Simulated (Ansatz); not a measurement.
# Input and output of a self-consistent single point for Sb2Te3 (R-3m, 5 atoms in the cell) (Ansatz)

Method of the run: PBE (plane waves, PAW; Ansatz, a first-principles code).

This input was run:

Ansatz 0.2 input:
```yaml
# Sb2Te3
crystal:
  lattice:
    - [2.115161, 1.221189, 10.411342]
    - [-2.115161, 1.221189, 10.411342]
    - [0.000000, -2.442378, 10.411342]
  atoms:
    - { symbol: Sb, position: [0.604200, 0.604200, 0.604200] }
    - { symbol: Sb, position: [0.395800, 0.395800, 0.395800] }
    - { symbol: Te, position: [0.782543, 0.782543, 0.782543] }
    - { symbol: Te, position: [0.217457, 0.217457, 0.217457] }
    - { symbol: Te, position: [0.000000, 0.000000, 0.000000] }
basis:
  ecutwfc: 420.0 eV
kpoints:
  mp_grid:
    grid: [4, 4, 4]
hamiltonian:
  xc: pbe
  pseudopotentials:
    kind: paw
scf:
  occupations:
    method: gaussian
    width: 0.05 eV
output:
  forces: true
  eigenvalues: true
  stress: true
```

Log, with long lists cut:

```
WARN ansatz: RAYON_NUM_THREADS=1 ignored (pool sized by the plan → 1); use --threads N
basis.fft_grid_basis auto: the FFT boxes are laid along the combinations [[1, 0, -1], [0, 1, -1], [0, 0, 1]] of the cell's own vectors, 4.230, 4.230 and 10.694 …
Pseudopotentials: kind: paw
Pseudopotential: Sb, paw, valence charge 15
Pseudopotential: Te, paw, valence charge 16
Crystal: 5 atoms, lattice volume = 161.356 Å³
Basis set: ecut = 420 eV, 3143 PW (Γ), FFT grids on a1−a3, a2−a3, a3, exchange–correlation on 60×60×144 points (8 copies of the dense FFT grid, shifted against one another)
Bands: 47, of which v1, the nominal top of the filled ones, is band 39 counted from 1 (38 counted from 0)
Symmetry: 12 space group operations
Space group: R-3m (ITA 166), of the structure as read, at distance tolerance 5.4e-5 Å
k-points: 13 of 64
Initial density: superposition of atomic densities (neutral atoms: chi_scale 0, normalization atom), corrected by the library's trained network
Initial wavefunctions: pseudopotential atomic-orbital guess
Eigensolver: davidson
Functional: x = pbe(κ = 0.804, μ = 0.2195149727645171), c = pbe(β = 0.06672455060314922)
SCF iter   1: F=—  HF=-33909.429494 eV  |F-HF|=—  |Δ(HF+E_count)|=         —  Δρ=1.15e-3  dr2=4.59e-3  ethr=1.77e-3  ⟨swp⟩=9.6  Hψ=2646  notcnv=0  defer=4
all-band conjugate gradients solve this SCF's bands
preconditioner: auto → Resta (q_TF=auto, 2.417 Å⁻¹)
SCF iter   2: F=—  HF=-33909.427522 eV  |F-HF|=—  |Δ(HF+E_count)|=   1.97e-3  Δρ=6.27e-4  dr2=1.60e-3  ethr=5.89e-6  ⟨swp⟩=2.5  Hψ=1231  notcnv=0  defer=11
SCF iter   3: F=—  HF=-33909.427601 eV  |F-HF|=—  |Δ(HF+E_count)|=   7.85e-5  Δρ=3.94e-4  dr2=2.47e-4  ethr=2.05e-6  ⟨swp⟩=2.0  Hψ=664  notcnv=0  defer=11
SCF iter   4: F=—  HF=-33909.427794 eV  |F-HF|=—  |Δ(HF+E_count)|=   1.93e-4  Δρ=1.35e-4  dr2=3.22e-5  ethr=3.16e-7  ⟨swp⟩=2.0  Hψ=899  notcnv=0  defer=11
SCF iter   5: F=—  HF=-33909.427774 eV  |F-HF|=—  |Δ(HF+E_count)|=   2.03e-5  Δρ=5.76e-5  dr2=7.65e-6  ethr=4.13e-8  ⟨swp⟩=2.0  Hψ=899  notcnv=0  defer=11
SCF iter   6: F=—  HF=-33909.427775 eV  |F-HF|=—  |Δ(HF+E_count)|=   1.22e-6  Δρ=1.08e-5  dr2=2.69e-7  ethr=9.81e-9  ⟨swp⟩=2.8  Hψ=997  notcnv=0  defer=11
SCF iter   7: F=-33909.427775 eV  HF=-33909.427775 eV  |F-HF|=1.22e-8  |Δ(HF+E_count)|=   2.80e-7  Δρ=3.20e-6  dr2=2.10e-8  ethr=1.28e-10  ⟨swp⟩=11.5  Hψ=2698  notcnv=0
SCF 1 converged in 7 iterations: F = -33909.427775 eV  dr2 = 2.10e-8
SCF converged after 7 iterations
Free energy (F): -33909.427775 eV
Harris-Foulkes:  -33909.427775 eV  (|F-HF|=1.22e-8)
Internal energy: -33909.427775 eV  (E = F + TS)
E sigma→0 (E₀):  -33909.427775 eV
Entropy (-TS):   -0.000000 eV (-0.000 meV/atom)
Fermi energy:    9.413813 eV
--- Per-component energies (eV) ---
  E_band       = -1130.137888
  E_kinetic    = 955.864787
  E_local      = -7421.180671  (includes V_loc(G=0)·N_el)
  E_nonlocal   = -207.896900
  E_hartree    = 4086.274774
  E_xc         = -650.612467
  E_vxc        = -505.822164  (∫ρ·V_xc dr)
  E_paw        = -23134.944908  (= ΣΔE_a)
  E_vpaw       = -2123.648354  (= ΣTr[D̂ρ^β])
  E_aug_tail   = -0.000538  (compensation charges beyond the density's cutoff)
  E_ewald      = -7536.931852
  E_smearing   = -0.000000  (= −TS)
  E_closure    = -0.000000  (closes the sum)
  Σ components = -33909.427775   (vs F -33909.427775, Δ=0.00e0)
--- Forces (eV/Å), atoms counted from 1 ---
  atom   1  Sb     0.00000000    -0.00000000     0.10902054
  atom   2  Sb     0.00000000     0.00000000    -0.10902054
  atom   3  Te     0.00000000    -0.00000000     0.40987038
  atom   4  Te     0.00000000     0.00000000    -0.40987038
  atom   5  Te    -0.00000000     0.00000000    -0.00000000
  max |Σ_I F_I| component: 1.73e-18 eV/Å
--- Stress (GPa, compression-positive) ---
        3.479343       0.000000       0.000000
        0.000000       3.479343      -0.000000
        0.000000      -0.000000       3.170916
  P = ⅓ Tr σ = 3.3765 GPa (33.765 kbar)
  The stress holds the Pulay correction. Without it, at fixed plane waves, as pw.x and ABINIT print it: P = 3.3483 GPa
--- Band table (eV; the first three rows and the last of 13) ---
  k-point 0: bands = ["-27.6615", "-27.6615", "-27.6613", "-27.6613", "-27.6431", "-27.6431", "-27.6419", "-27.6419", "-27.6345", "-27.6343", "-27.5664", "-27.5531", "-27.5531", "-27.5073", "-27.5073", "-20.3010", "-20.3010", "-20.3002", "-20.3002", [...]
  k-point 1: bands = ["-27.6614", "-27.6612", "-27.6605", "-27.6602", "-27.6433", "-27.6433", "-27.6422", "-27.6418", "-27.6339", "-27.6338", "-27.5659", "-27.5534", "-27.5532", "-27.5072", "-27.5063", "-20.3025", "-20.3018", "-20.2989", "-20.2979", [...]
  k-point 2: bands = ["-27.6613", "-27.6610", "-27.6596", "-27.6592", "-27.6435", "-27.6435", "-27.6426", "-27.6417", "-27.6334", "-27.6333", "-27.5654", "-27.5537", "-27.5533", "-27.5072", "-27.5053", "-20.3044", "-20.3038", "-20.2985", "-20.2982", [...]
  k-point 12: bands = ["-27.6615", "-27.6615", "-27.6613", "-27.6613", "-27.6431", "-27.6431", "-27.6419", "-27.6419", "-27.6345", "-27.6343", "-27.5663", "-27.5531", "-27.5531", "-27.5073", "-27.5073", "-20.3011", "-20.3011", "-20.3002", [...]
```

The run converged in 7 iterations.

The starting cell comes from a database of computed structures (which also holds hypothetical and non-ambient phases and stackings), without a prior relaxation at this level. Its lattice was rescaled by a random factor within 2.5 % of one. Spin-orbit coupling is off. With a pressure of about 3 GPa the cell is away from its equilibrium volume at this level. Ansatz's pressure includes its estimate of the finite-basis (Pulay) stress.
